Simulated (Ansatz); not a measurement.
Input and output of a field-response calculation (clamped ions) on O (Cmme) from a database structure (the PAW code Ansatz, PBE). Cell and atoms come from a relaxation with r2SCAN+rVV10.

Input file:
```yaml
crystal:
  lattice:
    - [4.0422275034, 0.0, -0.0510976291]
    - [0.0, 4.0261597155, 0.0]
    - [-1.0645667235, 0.0, 2.7914532645]
  atoms:
    - { symbol: O, position: [0.3398637733, 0.6842021034, 0.6702381013] }
    - { symbol: O, position: [0.6601362267, 0.6842021034, 0.8297618987] }
    - { symbol: O, position: [0.6601362267, 0.3157978966, 0.3297618987] }
    - { symbol: O, position: [0.3398637733, 0.3157978966, 0.1702381013] }
kpoints:
  mp_grid: { grid: [6, 6, 8] }
hamiltonian:
  xc: pbe
scf:
  occupations: { method: fixed }
dielectric: {}
```

Command: `ansatz run input.yaml --threads 2 --pin off --max-ram 2211MiB --backend cpu --events-out ev --progress --plain --runs-dir out`.

Q: It ran on 2 threads of Arm Neoverse V2, with other jobs on the host, load about 1.0 per core. About how long did it take, and what peak of host memory did it reach?

A: About 93 s, with a peak of 1.9 GiB.

Q: Predict the output.

A: The output, standing remarks left out:
```
Pseudopotential: O, paw, valence charge 6, recommended cutoff 420 eV (normal)
Functional definition: PBE
Crystal: 4 atoms, lattice volume = 45.211 Å³
Basis set: ecut = 420 eV, 885 PW (Γ)
Bands: 16, of which v1, the nominal top of the filled ones, is band 12 counted from 1 (11 counted from 0)
Symmetry: 4 space group operations
k-points: 148 of 288 (irreducible under 1 space group operation, time reversal used)
SCF iter   1: HF=-2259.882677 eV  Δρ=1.77e-2  dr2=4.52e-2
SCF iter   2: HF=-2259.875499 eV  Δρ=6.68e-3  dr2=6.58e-3
SCF iter   3: HF=-2259.875737 eV  Δρ=1.14e-3  dr2=2.45e-4
SCF iter   4: HF=-2259.875775 eV  Δρ=1.99e-4  dr2=6.31e-6
SCF iter   5: HF=-2259.875784 eV  Δρ=3.20e-5  dr2=1.55e-7
SCF iter   6: HF=-2259.875785 eV  Δρ=3.75e-6  dr2=1.95e-9
SCF iter   7: HF=-2259.875785 eV  Δρ=4.92e-7  dr2=2.92e-11
SCF 1 converged in 7 iterations: F = -2259.875785 eV  dr2 = 2.92e-11
SCF 1 converged in 4 iterations: F = -2259.886511 eV  dr2 = 6.57e-9
SCF converged after 7 iterations
Free energy (F): -2259.875785 eV
Fermi energy:    2.164371 eV
--- Dielectric response (ions clamped): 3 representative field directions + reference, inside a basis on a mesh of 2240 k-points ---
  ε∞ (high-frequency dielectric tensor):
        3.394006     0.000000    -2.840598
        0.000000     4.324718     0.000000
       -2.840598     0.000000     9.760797
  Born effective charges Z* (e; rows j = field, columns β = displacement):
    site 0:
         0.00000    0.24356    0.00000
         1.40430    0.00000    0.53525
         0.00000    0.09295    0.00000
    site 1:
         0.00000   -0.24356    0.00000
        -1.40430    0.00000   -0.53525
         0.00000   -0.09295    0.00000
    site 2:
         0.00000    0.24356    0.00000
         1.40430    0.00000    0.53525
         0.00000    0.09295    0.00000
    site 3:
         0.00000   -0.24356    0.00000
        -1.40430    0.00000   -0.53525
         0.00000   -0.09295    0.00000
  ε∞ is read to err by 4.8e-2, Z* by 9.0e-3 e
```
The trailing digits, and the zero of the energies, depend on the potentials and thresholds.

The clamped-ion dielectric constant comes out as a tensor with principal values 2.31, 4.32, 10.84. Born charges, averaged over directions: O 0.00 e.

(Simulation; spin polarisation is off.)
